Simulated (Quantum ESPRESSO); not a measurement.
## Moving the dispersion correction in Na

The cell as given:

Symmetry: Im-3m, No. 229, cubic system. Conventional cell: a = 4.282 Å, b = 4.282 Å, c = 4.282 Å, α = 90.00°, β = 90.00°, γ = 90.00°. Na (site symmetry m-3m) is surrounded by 8 Na at 3.71 Å.

Kept alike: task relaxation of cell and atoms; functional PBEsol; k mesh 9 × 9 × 9; occupations fermi-dirac, width 0.05 eV; no spin polarisation. Program: Quantum ESPRESSO, PseudoDojo 0.4.1 SR PBE standard, cutoff 1197 eV. The mesh is that of the run's cell of 1 atom. No spin-orbit coupling.

```csv
dispersion correction,volume (Å³/atom)
D3(zero),35.984
D4,35.841
none,36.035
rVV10,34.910
```

The relaxations keep at least the cell's symmetry (Im-3m). For a metal such a mesh leaves the last digits unconverged. Relaxations stop with a little pressure left, so the last digits of a volume or edge aren't settled. Runs of this series that gave no sound value for these columns are left out. All rows use potentials made for PBE.

Question: What does the dispersion correction change here?

Answer: The volume runs from 34.910 (rVV10) to 36.035 Å³/atom (none). Against no correction: D3(zero) -0.1 %; D4 -0.5 %; rVV10 -3.1 %. Dispersion terms mostly attract and so lower the volume; the schemes' coefficients and damping set how far.
